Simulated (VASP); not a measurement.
# ZrC (Fm-3m) in VASP: notebook

Runs on ZrC. Level: PBEsol. Tasks: optical spectrum, density of states, electric field gradients, core levels, phonons.

Program: VASP 6.6.1. These are calculated values, not measurements. Logs are shortened: lines on timing, memory, paths and dates and some standing lists are left out, and cuts for length are marked.

### 1 The structure

It takes space group Fm-3m (No. 225, cubic). Conventional cell: a = 4.730 Å, b = 4.730 Å, c = 4.730 Å, α = 90.00°, β = 90.00°, γ = 90.00°. Around Zr (site symmetry m-3m) lie 6 C at 2.37 Å. Around C (site symmetry m-3m) lie 6 Zr at 2.37 Å.

### 2 Optical spectrum, PBEsol

File INCAR:

```
SYSTEM = ZrC
PREC = Accurate ; ENCUT = 520
EDIFF = 1E-7 ; ISMEAR = 0
SIGMA = 0.02 ; LREAL = .FALSE.
LASPH = .TRUE. ; NELM = 60
ALGO = Normal ; ISIF = 2
LWAVE = .FALSE. ; LCHARG = .FALSE.
GGA = PS ; LOPTICS = .TRUE.
NBANDS = 32 ; NEDOS = 2000
CSHIFT = 0.05
```

File KPOINTS:

```
regular mesh
0
G
  10 10 10
  0 0 0
```

File POSCAR:

```
ZrC
1.0
    0.0000000000      2.3650000000      2.3650000000
    2.3650000000      0.0000000000      2.3650000000
    2.3650000000      2.3650000000      0.0000000000
Zr C
1 1
Direct
    0.5000000000      0.5000000000      0.5000000000
    0.0000000000      0.0000000000      0.0000000000
```

Potentials or basis: VASP PAW PBE potentials, release 64 (Zr_sv, C).

On the command line:

```console
cat potpaw_PBE.64/Zr_sv/POTCAR potpaw_PBE.64/C/POTCAR > POTCAR
mpirun -np 1 vasp_std > vasp.out
```

OUTCAR:

```text
SYSTEM = ZrC
   PREC = Accurate
   ENCUT = 520
   EDIFF = 1E-7
   ISMEAR = 0
   LREAL = .FALSE.
   LASPH = .TRUE.
   NELM = 60
   ISIF = 2
   GGA = PS

 ion  position               nearest neighbor table
   1  0.500  0.500  0.500-   2 2.37   2 2.37   2 2.37   2 2.37   2 2.37   2 2.37
   2  0.000  0.000  0.000-   1 2.37   1 2.37   1 2.37   1 2.37   1 2.37   1 2.37

  LATTYP: Found a face centered cubic cell.
 ALAT       =     4.7300000000

  Lattice vectors:

 A1 = (   0.0000000000,   2.3650000000,   2.3650000000)
 A2 = (   2.3650000000,   0.0000000000,   2.3650000000)
 A3 = (   2.3650000000,   2.3650000000,   0.0000000000)

Analysis of symmetry for initial positions (statically):
=====================================================================
 Subroutine PRICEL returns:
 Original cell was already a primitive cell.

 Routine SETGRP: Setting up the symmetry group for a
 face centered cubic supercell.

 Subroutine GETGRP returns: Found 48 space group operations
 (whereof 48 operations were pure point group operations)
 out of a pool of 48 trial point group operations.

The static configuration has the point symmetry O_h .

Analysis of symmetry for dynamics (positions and initial velocities):
=====================================================================
 Subroutine PRICEL returns:
 Original cell was already a primitive cell.

 Routine SETGRP: Setting up the symmetry group for a
 face centered cubic supercell.

 Subroutine GETGRP returns: Found 48 space group operations
 (whereof 48 operations were pure point group operations)
 out of a pool of 48 trial point group operations.

The dynamic configuration has the point symmetry O_h .

 Subroutine INISYM returns: Found 48 space group operations
 (whereof 48 operations are pure point group operations),
 and found     1 'primitive' translations

----------------------------------------------------------------------------------------

                                     Primitive cell

  volume of cell :      26.4560

  direct lattice vectors                    reciprocal lattice vectors
     0.000000000  2.365000000  2.365000000    -0.211416490  0.211416490  0.211416490
     2.365000000  0.000000000  2.365000000     0.211416490 -0.211416490  0.211416490
     2.365000000  2.365000000  0.000000000     0.211416490  0.211416490 -0.211416490

  length of vectors
     3.344615075  3.344615075  3.344615075     0.366184103  0.366184103  0.366184103

  position of ions in fractional coordinates (direct lattice)
     0.500000000  0.500000000  0.500000000
     0.000000000  0.000000000  0.000000000

  ion indices of the primitive-cell ions
   primitive index   ion index
                 1           1
                 2           2

----------------------------------------------------------------------------------------

 KPOINTS: regular mesh

Automatic generation of k-mesh.
 Grid dimensions read from file:
 generate k-points for:   10   10   10

 Generating k-lattice:

[... 75 lines left out ...]
   EFERMI =   0.00;   METHOD = LEGACY
   ISMEAR =     0;   SIGMA  =   0.02  broadening in eV -4-tet -1-fermi 0-gaus
   EFERMI_NEDOS =   21; number of points for ismear=-14 and -15
   IALGO  =     38    algorithm
   IMIX   =      4    mixing-type and parameters
     AMIX     =   0.40;   BMIX     =  1.00
     AMIX_MAG =   1.60;   BMIX_MAG =  1.00
  volume/ion in A,a.u.               =      13.23        89.27
  Fermi-wavevector in a.u.,A,eV,Ry     =   1.384439  2.616209 26.077880  1.916670
  Thomas-Fermi vector in A             =   2.508943
   LORBIT       =      0    0 simple, 1 ext, 2 COOP (PROOUT), +10 PAW based schemes
   GGA     = PS    functional components
   LHFCALC =     F    Hartree Fock is set to
   AEXX    =    0.0000 exact exchange contribution
   IVDW    =     0    specifies the selected vdW correction
   LEPSILON=     F    determine dielectric tensor
   LRPA    =     F    only Hartree local field effects (RPA)
 non-spin polarized calculation
 Gauss-broadening in eV      SIGMA  =   0.02
  energy-cutoff  :      520.00
  volume of cell :       26.46
 maximum number of plane-waves:       728
 NGX is ok and might be reduce to    28
   NGX = 13   NGY = 13   NGZ = 13

 number of electron      16.0000000 magnetization

 Free energy of the ion-electron system (eV)
  ---------------------------------------------------
  ext. energy  EPLUGINS =         0.00000000
  ---------------------------------------------------
  free energy    TOTEN  =       -20.54616357 eV

  energy without entropy =      -20.54616349  energy(sigma->0) =      -20.54616353

 E-fermi :   9.2738     XC(G=0): -12.1874

 val. band max:        9.2160395560   @ k =   0.1000   0.0000   0.0000
 cond. band min:       9.3282208035   @ k =   0.5000   0.5000   0.0000
 fundamental gap:      0.1121812475
 Fermi energy:         9.2737841011

 k-point     1 :       0.0000    0.0000    0.0000
  band No.  band energies     occupation
      1     -38.7685      2.00000
      2     -16.5213      2.00000
      3     -16.5213      2.00000
      4     -16.5213      2.00000
      5      -1.9371      2.00000
      6      10.2245      0.00000
[... 541 lines left out ...]
     19      30.7330      0.00000
     20      33.0542      0.00000

 [... further k-points ...]

 [bands above 20 left out]

------------------------ aborting loop because EDIFF is reached ----------------------------------------

  FORCE on cell =-STRESS in cart. coord.  units (eV):
  Direction    XX          YY          ZZ          XY          YZ          ZX
  --------------------------------------------------------------------------------------
  -------------------------------------------------------------------------------------
  Total       -1.3527063     -1.3527063     -1.3527063      0.0000000      0.0000000     -0.0000000
  in kB      -81.9201358    -81.9201358    -81.9201358      0.0000000      0.0000000     -0.0000000
  external PRESSURE =     -81.9201358 kB  Pullay stress =       0.0000000 kB

 VOLUME and BASIS-vectors are now :
 -----------------------------------------------------------------------------
  energy-cutoff  :      520.00
  volume of cell :       26.46
      direct lattice vectors                 reciprocal lattice vectors
     0.000000000  2.365000000  2.365000000    -0.211416490  0.211416490  0.211416490
     2.365000000  0.000000000  2.365000000     0.211416490 -0.211416490  0.211416490
     2.365000000  2.365000000  0.000000000     0.211416490  0.211416490 -0.211416490

 POSITION                                       TOTAL-FORCE (eV/Angst)
 -----------------------------------------------------------------------------------
      2.36500      2.36500      2.36500         0.000000      0.000000      0.000000
      0.00000      0.00000      0.00000        -0.000000     -0.000000     -0.000000
 -----------------------------------------------------------------------------------
    total drift:                                0.000000      0.000000      0.000000

  FREE ENERGIE OF THE ION-ELECTRON SYSTEM (eV)
  ---------------------------------------------------
  free  energy   TOTEN  =       -20.5461635744 eV

  energy  without entropy=      -20.5461634901  energy(sigma->0) =      -20.54616353

 electrical conductivity sigma (Mega S m-1) (frequency dependency in vasprun.xml)
  --------------------------------------------------------------------------------------
       0.000       0.000       0.000
       0.000       0.000       0.000
       0.000       0.000       0.000

  frequency dependent IMAGINARY DIELECTRIC FUNCTION (independent particle, no local field effects) density-density
     E(ev)      X         Y         Z        XY        YZ        ZX
  --------------------------------------------------------------------------------------------------------------
     0.00000    -0.00000    -0.00000    -0.00000     0.00000     0.00000     0.00000
     1.09552     6.19725     6.19725     6.19725    -0.00000    -0.00000     0.00000
     2.19105    18.92148    18.92148    18.92148    -0.00000    -0.00000    -0.00000
     3.28657    34.66665    34.66665    34.66665    -0.00000    -0.00000    -0.00000
     4.38210     2.33836     2.33836     2.33836    -0.00000    -0.00000     0.00000
     5.47762     3.02488     3.02488     3.02488     0.00000     0.00000     0.00000
[... 92 lines left out ...]
   107.36144     0.00000     0.00000     0.00000    -0.00000    -0.00000     0.00000
   108.45696     0.00000     0.00000     0.00000    -0.00000    -0.00000     0.00000

  frequency dependent      REAL DIELECTRIC FUNCTION (independent particle, no local field effects) density-density
     E(ev)        X           Y           Z          XY          YZ          ZX
  --------------------------------------------------------------------------------------------------------------
     0.00000    53.68915    53.68915    53.68915     0.00000     0.00000    -0.00000
     1.09552    21.89500    21.89500    21.89500     0.00000     0.00000    -0.00000
     2.19105     2.52885     2.52885     2.52885    -0.00000    -0.00000    -0.00000
     3.28657     2.49922     2.49922     2.49922    -0.00000    -0.00000    -0.00000
     4.38210     4.11194     4.11194     4.11194    -0.00000    -0.00000     0.00000
     5.47762     0.04838     0.04838     0.04838    -0.00000    -0.00000    -0.00000
[... 92 lines left out ...]
   107.36144     0.93345     0.93345     0.93345    -0.00000    -0.00000    -0.00000
   108.45696     0.93487     0.93487     0.93487    -0.00000    -0.00000    -0.00000

  frequency dependent IMAGINARY DIELECTRIC FUNCTION (independent particle, no local field effects) current-current
     E(ev)      X         Y         Z        XY        YZ        ZX
  --------------------------------------------------------------------------------------------------------------
     0.00000     0.00000     0.00000     0.00000     0.00000    -0.00000    -0.00000
     1.09552     6.79354     6.79354     6.79354     0.00000     0.00000     0.00000
     2.19105    18.61728    18.61728    18.61728     0.00000     0.00000     0.00000
     3.28657    34.50553    34.50553    34.50553    -0.00000     0.00000    -0.00000
     4.38210     2.37750     2.37750     2.37750     0.00000     0.00000     0.00000
     5.47762     3.03983     3.03983     3.03983    -0.00000    -0.00000     0.00000
[... 92 lines left out ...]
   107.36144     0.00000     0.00000     0.00000    -0.00000    -0.00000     0.00000
   108.45696     0.00000     0.00000     0.00000    -0.00000    -0.00000     0.00000

  frequency dependent      REAL DIELECTRIC FUNCTION (independent particle, no local field effects) current-current
     E(ev)        X           Y           Z          XY          YZ          ZX
  --------------------------------------------------------------------------------------------------------------
     0.00000    52.75745    52.75745    52.75745     0.00000     0.00000    -0.00000
     1.09552    19.45804    19.45804    19.45804    -0.00000    -0.00000     0.00000
     2.19105     1.75835     1.75835     1.75835     0.00000    -0.00000    -0.00000
     3.28657     1.89749     1.89749     1.89749     0.00000     0.00000    -0.00000
     4.38210     3.94093     3.94093     3.94093    -0.00000    -0.00000    -0.00000
     5.47762    -0.05496    -0.05496    -0.05496    -0.00000    -0.00000    -0.00000
[... 92 lines left out ...]
   107.36144     0.93347     0.93347     0.93347    -0.00000     0.00000     0.00000
   108.45696     0.93490     0.93490     0.93490    -0.00000     0.00000     0.00000
```

It took 42 s on 1 thread of Intel Xeon Platinum 8375C at 2.90GHz (Ice Lake), shared host; peak memory 0.2 GiB.

What came out:

```yaml
Free_energy: -20.5462 eV
Pressure: -8.2 GPa
Band_gap_on_the_k_mesh: none (metal or under the smearing width)
```

Levels at points of the mesh, in eV from the Fermi level:
| k point | band 4 | band 5 | band 6 | band 7 | band 8 | band 9 | band 10 | band 11 | band 12 | band 13 |
| --- | --- | --- | --- | --- | --- | --- | --- | --- | --- | --- |
| (0.00, 0.00, 0.00) | -25.80 | -11.21 | 0.95 | 0.95 | 0.95 | 1.05 | 1.05 | 1.05 | 2.76 | 2.76 |
| (0.50, 0.00, 0.00) | -25.87 | -8.18 | -5.26 | -2.87 | -2.87 | 4.40 | 4.40 | 5.22 | 6.39 | 9.97 |
| (0.50, 0.50, 0.00) | -26.07 | -10.02 | -2.09 | -1.75 | 0.05 | 0.05 | 4.37 | 5.55 | 5.55 | 7.82 |

Dielectric function (mean over the directions given):
| energy (eV) | real part | imaginary part |
| --- | --- | --- |
| 0.27 | 59.98 | 0.00 |
| 0.93 | -14.21 | 0.00 |
| 1.59 | -6.68 | 1.59 |
| 2.30 | -1.87 | 24.13 |
| 2.96 | 10.95 | 0.02 |
| 3.67 | -1.50 | 8.96 |
| 4.33 | 2.35 | 10.20 |
| 4.98 | 1.83 | 0.05 |
| 5.70 | 1.95 | 2.90 |
| 6.35 | -2.29 | 17.25 |
| 7.07 | -1.06 | 5.57 |
| 7.72 | -2.86 | 13.66 |
| 8.38 | -2.25 | 5.10 |
| 9.09 | -0.81 | 2.79 |
| 9.75 | -0.84 | 7.49 |
| 10.46 | -3.36 | 6.06 |
| 11.12 | -2.89 | 2.20 |
| 11.83 | -1.52 | 4.65 |
| 12.49 | -1.37 | 1.40 |
| 13.15 | -0.66 | 3.79 |
| 13.86 | -1.28 | 0.57 |
| 14.52 | -0.16 | 2.06 |
| 15.23 | 0.05 | 0.18 |
| 15.89 | -0.40 | 2.66 |
| 16.54 | -0.94 | 0.79 |
| 17.25 | -0.24 | 0.88 |
| 17.91 | -0.37 | 0.23 |
| 18.62 | -0.28 | 0.30 |
| 19.28 | -0.14 | 0.29 |
| 19.99 | 0.16 | 0.22 |

Caveat: spectra need much finer meshes, so this one isn't converged; independent-particle spectra lack excitons; the intraband (Drude) part of a metal's response may be missing; the PAW data sets were made with another functional, which shifts forces and pressure a little.

### 3 Density of states, PBEsol

POSCAR is that of step 2.

File INCAR.step1:

```
  ALGO = Normal
  EDIFF = 1E-6
  ENCUT = 520
  GGA = PS
  ISIF = 2
  ISMEAR = 0
  LASPH = True
  LCHARG = True
  LMAXMIX = 4
  LREAL = False
  LWAVE = False
  NBANDS = 15
  NELM = 60
  PREC = Accurate
  SIGMA = 0.02
```

File KPOINTS.step1:

```
k-points
0
Gamma
  10 10 10
```

File INCAR.step2:

```
  ALGO = Normal
  EDIFF = 1E-6
  ENCUT = 520
  GGA = PS
  ICHARG = 11
  ISIF = 2
  ISMEAR = -5
  LASPH = True
  LCHARG = False
  LMAXMIX = 4
  LORBIT = 11
  LREAL = False
  LWAVE = False
  NBANDS = 15
  NEDOS = 2001
  NELM = 60
  PREC = Accurate
  SIGMA = 0.02
```

File KPOINTS.step2:

```
k-points
0
Gamma
  15 15 15
```

Potentials or basis: VASP PAW PBE potentials, release 64 (Zr_sv, C).

On the command line:

```console
cat potpaw_PBE.64/Zr_sv/POTCAR potpaw_PBE.64/C/POTCAR > POTCAR
cp INCAR.step1 INCAR
cp KPOINTS.step1 KPOINTS
mpirun -np 1 vasp_std > vasp.out
cp INCAR.step2 INCAR
cp KPOINTS.step2 KPOINTS
mpirun -np 1 vasp_std > vasp.out
```

Wall time 55 s (1 thread of Intel Xeon Platinum 8375C at 2.90GHz (Ice Lake), shared host); peak memory 0.18 GiB.

The run converged. Its results:

```yaml
Valence_electrons_inside_the_program's_atomic_spheres: Zr 9.82; C 2.33
```

Levels at points of the mesh, in eV from the Fermi level:
| k point | band 4 | band 5 | band 6 | band 7 | band 8 | band 9 | band 10 | band 11 | band 12 | band 13 |
| --- | --- | --- | --- | --- | --- | --- | --- | --- | --- | --- |
| (0.00, 0.00, 0.00) | -25.83 | -11.24 | 0.92 | 0.92 | 0.92 | 1.02 | 1.02 | 1.02 | 2.72 | 2.72 |

States per cell in windows of 0.5 eV (zero at the Fermi level; states under -8 eV left out):
| from (eV) | total | Zr1_d | C2_p | Zr1_p | Zr1_s | C2_s | C2_d |
| --- | --- | --- | --- | --- | --- | --- | --- |
| -8.0 | 0.00 | 0.00 | 0.00 | 0.00 | 0.00 | 0.00 | 0.00 |
| -7.5 | 0.00 | 0.00 | 0.00 | 0.00 | 0.00 | 0.00 | 0.00 |
| -7.0 | 0.00 | 0.00 | 0.00 | 0.00 | 0.00 | 0.00 | 0.00 |
| -6.5 | 0.00 | 0.00 | 0.00 | 0.00 | 0.00 | 0.00 | 0.00 |
| -6.0 | 0.00 | 0.00 | 0.00 | 0.00 | 0.00 | 0.00 | 0.00 |
| -5.5 | 0.02 | 0.00 | 0.00 | 0.00 | 0.00 | 0.00 | 0.00 |
| -5.0 | 0.16 | 0.03 | 0.03 | 0.00 | 0.02 | 0.00 | 0.00 |
| -4.5 | 0.36 | 0.07 | 0.07 | 0.01 | 0.03 | 0.00 | 0.00 |
| -4.0 | 0.49 | 0.09 | 0.10 | 0.01 | 0.03 | 0.01 | 0.00 |
| -3.5 | 0.48 | 0.09 | 0.11 | 0.02 | 0.03 | 0.00 | 0.00 |
| -3.0 | 0.80 | 0.22 | 0.20 | 0.02 | 0.01 | 0.00 | 0.00 |
| -2.5 | 2.08 | 0.54 | 0.50 | 0.09 | 0.00 | 0.01 | 0.00 |
| -2.0 | 0.77 | 0.24 | 0.18 | 0.02 | 0.00 | 0.00 | 0.00 |
| -1.5 | 0.45 | 0.12 | 0.12 | 0.01 | 0.00 | 0.00 | 0.00 |
| -1.0 | 0.27 | 0.06 | 0.08 | 0.01 | 0.00 | 0.00 | 0.00 |
| -0.5 | 0.14 | 0.03 | 0.05 | 0.00 | 0.00 | 0.00 | 0.00 |
| 0.0 | 0.16 | 0.04 | 0.04 | 0.00 | 0.00 | 0.00 | 0.00 |
| 0.5 | 0.23 | 0.09 | 0.04 | 0.00 | 0.00 | 0.00 | 0.00 |
| 1.0 | 0.29 | 0.14 | 0.04 | 0.00 | 0.00 | 0.00 | 0.00 |
| 1.5 | 0.35 | 0.18 | 0.04 | 0.00 | 0.00 | 0.00 | 0.00 |
| 2.0 | 0.38 | 0.20 | 0.04 | 0.00 | 0.00 | 0.00 | 0.00 |
| 2.5 | 0.53 | 0.30 | 0.06 | 0.00 | 0.00 | 0.00 | 0.00 |
| 3.0 | 0.50 | 0.31 | 0.04 | 0.00 | 0.00 | 0.00 | 0.00 |
| 3.5 | 0.74 | 0.48 | 0.06 | 0.00 | 0.01 | 0.01 | 0.00 |
| 4.0 | 0.91 | 0.66 | 0.06 | 0.00 | 0.01 | 0.01 | 0.00 |
| 4.5 | 1.16 | 0.81 | 0.11 | 0.00 | 0.02 | 0.01 | 0.00 |
| 5.0 | 1.16 | 0.86 | 0.10 | 0.00 | 0.01 | 0.01 | 0.00 |
| 5.5 | 0.55 | 0.39 | 0.04 | 0.00 | 0.01 | 0.01 | 0.00 |
| 6.0 | 0.34 | 0.20 | 0.04 | 0.00 | 0.01 | 0.02 | 0.00 |
| 6.5 | 0.45 | 0.26 | 0.04 | 0.01 | 0.02 | 0.03 | 0.00 |
| 7.0 | 0.55 | 0.28 | 0.05 | 0.01 | 0.02 | 0.04 | 0.00 |
| 7.5 | 0.85 | 0.44 | 0.06 | 0.02 | 0.02 | 0.09 | 0.00 |

Caveat: the PAW data sets were made with another functional, which shifts forces and pressure a little; tetrahedron occupations give inexact forces and stress in metals.

(Continued in part 2 of 3.)
